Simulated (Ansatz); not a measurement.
Results of PBE0 (PAW; Ansatz, a first-principles code) for rock-salt NaBr.

Numerical settings: plane-wave cutoff 460 eV, 8×8×8 k mesh, Fermi–Dirac smearing 0.01 eV, scalar-relativistic PAW data made under PBE.

The cell has the measured lattice: a = 5.973 Å, b = 5.973 Å, c = 5.973 Å, α = 90.00°, β = 90.00°, γ = 90.00°.

Problem. What does this level give for the band gap and width of the whole s-p valence band?

Solution. 
- band gap = 6.06 eV (on the SCF k mesh) (direct)
- width of the whole s-p valence band = 13.92 eV

Measured, for comparison: band gap 7.1 eV (temperature not stated, not corrected to a static lattice; as tabulated in Aguado et al. (1998), arXiv:cond-mat/9809176).

Note: cell and atoms aren't relaxed at this level.

Spin–orbit coupling is not included.

Computed values are for the static lattice.

It cost very roughly 100 core-seconds of CPU time.
